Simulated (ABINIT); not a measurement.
# C (Fd-3m) in ABINIT: a series of runs, part 2 of 2

ABINIT 10.8.3 (patched build).

## 3. Single point, PBE

File run.abi:

```
# Pseudopotentials
pp_dirpath "./"
pseudos "C.upf"

# Structure
acell 4.7660140852 4.7660140852 4.7660140852
rprim
     0.0000000000     0.7071067812     0.7071067812
     0.7071067812     0.0000000000     0.7071067812
     0.7071067812     0.7071067812     0.0000000000
ntypat 1
znucl 6
natom 2
typat 1 1
xcart
     2.6750550000     2.6750550000     2.6750550000
     1.7833700000     1.7833700000     1.7833700000 Angstrom

# Plane-wave basis
ecut 37.0

# k points
kptopt 1
ngkpt 10 10 10
nshiftk 1
shiftk 0.0 0.0 0.0

# Exchange and correlation
ixc 11

# Bands and occupations
nband 8
occopt 3
tsmear 0.05 eV

# SCF cycle
nstep 100
tolvrs 1.0e-10

# Output
iomode 3
prtwf 0
prtden 0
prteig 0
prtebands 0
enunit 2
```

Potentials or basis: PseudoDojo NC SR PBE v0.4 stringent.

Started as:

```console
abinit run.abi > log 2>&1
```

run.abo:

```text
.Version 10.8.3 of ABINIT
 Symmetries : space group Fd -3 m (#227); Bravais cF (face-center cubic)
================================================================================
 Values of the parameters that define the memory need of the present run
     intxc =       0    ionmov =       0      iscf =       7    lmnmax =       4
     lnmax =       4     mgfft =      30  mpssoang =       2    mqgrid =    3001
     natom =       2  nloc_mem =       1    nspden =       1   nspinor =       1
    nsppol =       1      nsym =      48    n1xccc =    2501    ntypat =       1
    occopt =       3   xclevel =       2
       mpw =         845          nfft =       27000          nkpt =          47
================================================================================
================================================================================

--------------------------------------------------------------------------------
------------- Echo of variables that govern the present computation ------------
--------------------------------------------------------------------------------
 -outvars: echo values of preprocessed input variables --------
            acell      4.7660140852E+00  4.7660140852E+00  4.7660140852E+00 Bohr
              amu      1.20110000E+01
             ecut      3.70000000E+01 Hartree
           enunit           2
              ixc          11
         kptrlatt       10    0    0      0   10    0      0    0   10
          kptrlen      4.76601409E+01
            natom           2
            nband           8
            ngfft          30      30      30
             nkpt          47
            nstep         100
             nsym          48
           ntypat           1
           occopt           3
           prtden           0
        prtebands           0
           prteig           0
            prtwf           0
            rprim      0.0000000000E+00  7.0710678120E-01  7.0710678120E-01
                       7.0710678120E-01  0.0000000000E+00  7.0710678120E-01
                       7.0710678120E-01  7.0710678120E-01  0.0000000000E+00
          spgroup         227
           tolvrs      1.00000000E-10
           tsmear      1.83746611E-03 Hartree
            typat      1  1
           xangst      2.6750549997E+00  2.6750549997E+00  2.6750549997E+00
                       1.7833700003E+00  1.7833700003E+00  1.7833700003E+00
            xcart      5.0551213212E+00  5.0551213212E+00  5.0551213212E+00
                       3.3700808817E+00  3.3700808817E+00  3.3700808817E+00
             xred      7.5000000041E-01  7.5000000041E-01  7.5000000041E-01
                       5.0000000041E-01  5.0000000041E-01  5.0000000041E-01
            znucl        6.00000

================================================================================

 chkinp: Checking input parameters for consistency.

================================================================================
== DATASET  1 ==================================================================

--- !DatasetInfo
iteration_state: {dtset: 1, }
dimensions: {natom: 2, nkpt: 47, mband: 8, nsppol: 1, nspinor: 1, nspden: 1, mpw: 845, }
cutoff_energies: {ecut:  37.0, pawecutdg:  -1.0, }
electrons: {nelect:   8.00000000E+00, charge:   0.00000000E+00, occopt:   3.00000000E+00, tsmear:   1.83746611E-03, }
meta: {optdriver: 0, ionmov: 0, optcell: 0, iscf: 7, paral_kgb: 0, }
...

 Exchange-correlation functional for the present dataset will be:
  GGA: Perdew-Burke-Ernzerhof functional - ixc=11
  J.P.Perdew, K.Burke, M.Ernzerhof, PRL 77, 3865 (1996)

 Real(R)+Recip(G) space primitive vectors, cartesian coordinates (Bohr,Bohr^-1):
 R(1)=  0.0000000  3.3700809  3.3700809  G(1)= -0.1483644  0.1483644  0.1483644
 R(2)=  3.3700809  0.0000000  3.3700809  G(2)=  0.1483644 -0.1483644  0.1483644
 R(3)=  3.3700809  3.3700809  0.0000000  G(3)=  0.1483644  0.1483644 -0.1483644
 Unit cell volume ucvol=  7.6551017E+01 bohr^3
[... 54 lines left out ...]
etotal    :  -1.20374089E+01
entropy   :   0.00000000E+00
fermie    :   4.82217444E-01
cartesian_stress_tensor: # hartree/bohr^3
- [ -3.95319659E-05,   0.00000000E+00,   0.00000000E+00, ]
- [  0.00000000E+00,  -3.95319659E-05,   0.00000000E+00, ]
- [  0.00000000E+00,   0.00000000E+00,  -3.95319659E-05, ]
pressure_GPa:   1.1631E+00
xred      :
- [  7.5000E-01,   7.5000E-01,   7.5000E-01,  C]
- [  5.0000E-01,   5.0000E-01,   5.0000E-01,  C]
cartesian_forces: # hartree/bohr
- [ -1.85857723E-27,  -7.76201775E-28,   3.02147543E-27, ]
- [  1.85857723E-27,   7.76201775E-28,  -3.02147543E-27, ]
force_length_stats: {min:   3.63126869E-27, max:   3.63126869E-27, mean:   3.63126869E-27, }
...

 Integrated electronic density in atomic spheres:
 ------------------------------------------------
 Atom  Sphere_radius  Integrated_density
    1        2.00000          4.67055727
    2        2.00000          4.70847030
================================================================================

 ----iterations are completed or convergence reached----

 Mean square residual over all n,k,spin=   49.750E-12; max=  68.184E-10
 reduced coordinates (array xred) for    2 atoms
       0.750000000412      0.750000000412      0.750000000412
       0.500000000412      0.500000000412      0.500000000412
 rms dE/dt=  7.4831E-27; max dE/dt=  8.6165E-27; dE/dt below (all hartree)
    1      -0.000000000000      0.000000000000      0.000000000000
    2       0.000000000000      0.000000000000     -0.000000000000

 cartesian coordinates (angstrom) at end:
    1      2.67505499970624     2.67505499970624     2.67505499970624
    2      1.78337000029376     1.78337000029376     1.78337000029376

 cartesian forces (hartree/bohr) at end:
    1     -0.00000000000000    -0.00000000000000     0.00000000000000
    2      0.00000000000000     0.00000000000000    -0.00000000000000
 frms,max,avg= 2.0965140E-27 3.0214754E-27   0.000E+00  0.000E+00  0.000E+00 h/b

 cartesian forces (eV/Angstrom) at end:
    1     -0.00000000000000    -0.00000000000000     0.00000000000000
    2      0.00000000000000     0.00000000000000    -0.00000000000000
 frms,max,avg= 1.0780708E-25 1.5537051E-25   0.000E+00  0.000E+00  0.000E+00 e/A
 length scales=  4.766014085200  4.766014085200  4.766014085200 bohr
              =  2.522066039020  2.522066039020  2.522066039020 angstroms
 Fermi (or HOMO) energy (hartree) =   0.48222   Average Vxc (hartree)=  -0.49368
 Eigenvalues (hartree) for nkpt=  47  k points:
 kpt#   1, nband=  8, wtk=  0.00100, kpt=  0.0000  0.0000  0.0000 (reduced coord)
  -0.41145    0.37825    0.37825    0.37825    0.58499    0.58499    0.58499    0.86809
      occupation numbers for kpt#   1
   2.00000    2.00000    2.00000    2.00000    0.00000    0.00000    0.00000    0.00000
 prteigrs : prtvol=0 or 1, do not print more k-points.

 Fermi (or HOMO) energy (eV) =  13.12181   Average Vxc (eV)= -13.43380
 Eigenvalues (   eV  ) for nkpt=  47  k points:
 kpt#   1, nband=  8, wtk=  0.00100, kpt=  0.0000  0.0000  0.0000 (reduced coord)
 -11.19609   10.29276   10.29276   10.29276   15.91830   15.91830   15.91830   23.62202
 prteigrs : prtvol=0 or 1, do not print more k-points.

--- !EnergyTerms
iteration_state     : {dtset: 1, }
comment             : Components of total free energy in Hartree
kinetic             :  8.47301381194614E+00
hartree             :  9.65946852079099E-01
xc                  : -4.34005654517632E+00
Ewald energy        : -1.27873442511249E+01
psp_core            :  9.01561744859048E-01
local_psp           : -4.68416282001808E+00
non_local_psp       : -5.66367650542607E-01
internal            : -1.20374088579776E+01
'-kT*entropy'       :  1.67889159012136E-16
total_energy        : -1.20374088579776E+01
total_energy_eV     : -3.27554581835222E+02
band_energy         :  3.84675578248582E-01
...

 Cartesian components of stress tensor (hartree/bohr^3)
  sigma(1 1)= -3.95319659E-05  sigma(3 2)=  0.00000000E+00
  sigma(2 2)= -3.95319659E-05  sigma(3 1)=  0.00000000E+00
  sigma(3 3)= -3.95319659E-05  sigma(2 1)=  0.00000000E+00

-Cartesian components of stress tensor (GPa)         [Pressure=  1.1631E+00 GPa]
- sigma(1 1)= -1.16307059E+00  sigma(3 2)=  0.00000000E+00
- sigma(2 2)= -1.16307059E+00  sigma(3 1)=  0.00000000E+00
- sigma(3 3)= -1.16307059E+00  sigma(2 1)=  0.00000000E+00

== END DATASET(S) ==============================================================
================================================================================

 -outvars: echo values of variables after computation  --------
            acell      4.7660140852E+00  4.7660140852E+00  4.7660140852E+00 Bohr
           etotal     -1.2037408858E+01
            fcart     -1.8585772308E-27 -7.7620177547E-28  3.0214754276E-27
                       1.8585772308E-27  7.7620177547E-28 -3.0214754276E-27
            rprim      0.0000000000E+00  7.0710678120E-01  7.0710678120E-01
                       7.0710678120E-01  0.0000000000E+00  7.0710678120E-01
                       7.0710678120E-01  7.0710678120E-01  0.0000000000E+00
           strten     -3.9531965871E-05 -3.9531965871E-05 -3.9531965871E-05
                       0.0000000000E+00  0.0000000000E+00  0.0000000000E+00
           xangst      2.6750549997E+00  2.6750549997E+00  2.6750549997E+00
                       1.7833700003E+00  1.7833700003E+00  1.7833700003E+00
             xred      7.5000000041E-01  7.5000000041E-01  7.5000000041E-01
                       5.0000000041E-01  5.0000000041E-01  5.0000000041E-01
 Calculation completed.
```

Run time: 7.5 s. Hardware: 1 thread of Arm Neoverse V1, shared host; peak memory 0.05 GiB.

Results:

| Quantity | Value |
| --- | --- |
| Free energy | -327.5546 eV |
| Pressure | 1.2 GPa |
| Band gap on the k mesh | 4.23 eV, indirect (least direct gap 5.63 eV) |
| All electrons inside the program's atomic spheres | C 4.67, 4.71 (radii [1.0584] Å) |

Levels at points of the mesh, in eV from the valence-band top:
```csv
k point,band 1,band 2,band 3,band 4,band 5,band 6,band 7,band 8
"(0.00, 0.00, 0.00)",-21.49,0.00,0.00,0.00,5.63,5.63,5.63,13.33
"(0.50, 0.00, 0.00)",-15.71,-13.39,-2.81,-2.81,8.52,8.52,8.90,15.71
"(0.50, 0.50, 0.00)",-12.78,-12.78,-6.32,-6.32,4.83,4.83,16.82,16.82
```

A k mesh can miss the band edges. PBE gaps usually lie below the measured ones, often by a third to a half.

## 4. Relaxation of cell and atoms, PBE

File run.abi:

```
# Pseudopotentials
pp_dirpath "./"
pseudos "C.upf"

# Structure
acell 3*1.0
rprim
     0.0000000000     3.3700808789     3.3700808789
     3.3700808789     0.0000000000     3.3700808789
     3.3700808789     3.3700808789     0.0000000000
ntypat 1
znucl 6
natom 2
typat 1 1
chkprim 0
chksymtnons 0
tolsym 1.0e-6
xred
            3/4            3/4            3/4
            1/2            1/2            1/2

# Plane-wave basis
ecut 41.0
ecutsm 0.5

# k points
kptopt 1
ngkpt 10 10 10
nshiftk 1
shiftk 0.0 0.0 0.0

# Exchange and correlation
ixc 11

# Bands and occupations
nband 8
occopt 3
tsmear 0.00183747

# SCF cycle
nstep 80
tolvrs 1.0e-12

# Output
iomode 3
prteig 0
prtebands 0
prtwf 0
prtden 0

# Relaxation
ionmov 2
optcell 2
ntime 50
tolmxf 2.0e-5
dilatmx 1.08
```

Potentials or basis: PseudoDojo NC SR PBE v0.5 standard.

Started as:

```console
abinit run.abi > log 2>&1
```

Run time: 15 s. Hardware: 1 thread of AMD EPYC 9R45 (Zen 5), shared host; peak memory 0.07 GiB.

Results (log left out):

| Property | Result |
| --- | --- |
| Free energy | -327.5607 eV |
| Relaxed volume | 5.70 Å³/atom |
| Relaxed cell | a = 2.526 Å, b = 2.526 Å, c = 2.526 Å, α = 60.00°, β = 60.00°, γ = 60.00° |
| Space group after relaxing (to 0.05 Å) | Fd-3m (No. 227) |
| Energy gained by relaxing | 0.2 meV/atom |
| Ionic steps | 3 |
| Pressure after relaxing | 0.0 GPa |
| Band gap on the k mesh | 4.22 eV, indirect (least direct gap 5.61 eV) |

The path:
| step | energy change (eV) | largest force (eV/Å) | pressure (GPa) | volume (Å³) |
| --- | --- | --- | --- | --- |
| 1 | 0.0000 | 0.0000 | 2.15 | 11.34 |
| 2 | -0.0003 | 0.0000 | -0.72 | 11.42 |
| 3 | -0.0004 | 0.0000 | 0.00 | 11.40 |

Final structure:
```cif
data_structure
_symmetry_space_group_name_H-M 'P 1'
_symmetry_Int_Tables_number 1
_cell_length_a 2.5262
_cell_length_b 2.5262
_cell_length_c 2.5262
_cell_angle_alpha 60.000
_cell_angle_beta 60.000
_cell_angle_gamma 60.000
_cell_volume 11.40
loop_
_atom_site_label
_atom_site_type_symbol
_atom_site_fract_x
_atom_site_fract_y
_atom_site_fract_z
_atom_site_occupancy
C1 C 0.75000 0.75000 0.75000 1
C2 C 0.50000 0.50000 0.50000 1
```

## 5. Single point, PBE (cell relaxed)

File run.abi:

```
# Pseudopotentials
pp_dirpath "./"
pseudos "C.upf"

# Structure
acell 2.526198797 2.526198797 2.526198797 Angstrom
rprim
     0.0000000000     0.7071067812     0.7071067812
     0.7071067812     0.0000000000     0.7071067812
     0.7071067812     0.7071067812     0.0000000000
ntypat 1
znucl 6
natom 2
typat 1 1
xred
     0.7500000000     0.7500000000     0.7500000000
     0.5000000000     0.5000000000     0.5000000000
chkprim 0
chksymtnons 0
tolsym 1.0e-6

# Plane-wave basis
ecut 41.0

# k points
kptopt 1
ngkpt 10 10 10
nshiftk 1
shiftk 0.0 0.0 0.0

# Exchange and correlation
ixc 11

# Bands and occupations
nband 8
occopt 3
tsmear 0.00183747

# SCF cycle
nstep 100
tolvrs 1.0e-10

# Output
iomode 3
prtwf 0
prtden 0
prteig 0
prtebands 0
enunit 1
```

Started as:

```console
abinit run.abi > log 2>&1
```

Wall time 5.1 s (1 thread of AMD EPYC 9R45 (Zen 5), shared host); peak memory 0.07 GiB.

The run converged. Its results:

```yaml
Free_energy: -327.5609 eV
Pressure: -0.2 GPa
Band_gap_on_the_k_mesh: 4.22 eV, indirect (least direct gap 5.61 eV)
All_electrons_inside_the_program's_atomic_spheres: C 4.67, 4.71 (radii [1.0584] Å)
```

Levels at points of the mesh, in eV from the valence-band top:
| k point | band 1 | band 2 | band 3 | band 4 | band 5 | band 6 | band 7 | band 8 |
| --- | --- | --- | --- | --- | --- | --- | --- | --- |
| (0.00, 0.00, 0.00) | -21.42 | 0.00 | 0.00 | 0.00 | 5.61 | 5.61 | 5.61 | 13.22 |
| (0.50, 0.00, 0.00) | -15.68 | -13.33 | -2.80 | -2.80 | 8.49 | 8.49 | 8.83 | 15.67 |
| (0.50, 0.50, 0.00) | -12.74 | -12.74 | -6.29 | -6.29 | 4.81 | 4.81 | 16.74 | 16.74 |

A k mesh can miss the band edges.

## 6. The runs side by side

```csv
task,potentials or basis,cell,cutoff (eV),cell freedom (optcell),optimiser (ionmov),cutoff smearing ecutsm (Ha),force stop (Ha/bohr),gap on the mesh (eV),pressure (GPa)
single point,PseudoDojo NC SR PBE v0.4.1 standard,as given,844,-,-,-,-,4.22,-
single point,PseudoDojo NC SR PBE v0.4 stringent,as given,1007,-,-,-,-,4.23,1.2
relaxation of cell and atoms,PseudoDojo NC SR PBE v0.5 standard,relaxed,1116,2,2,0.5,2e-05,4.22,0.0
single point,PseudoDojo NC SR PBE v0.5 standard,cell relaxed,1116,-,-,-,-,4.22,-0.2
```

Alike in all rows: level PBE; no spin polarisation; k mesh 10 × 10 × 10; smearing fermi-dirac 0.05 eV.

Absolute energies hang on the potentials; compare differences alone.

## 7. Comparison with measurements

Step 4. The cell as given is a measured one (5.67 Å³/atom); PBE puts the equilibrium volume +0.5 % from it, thermal expansion not counted.
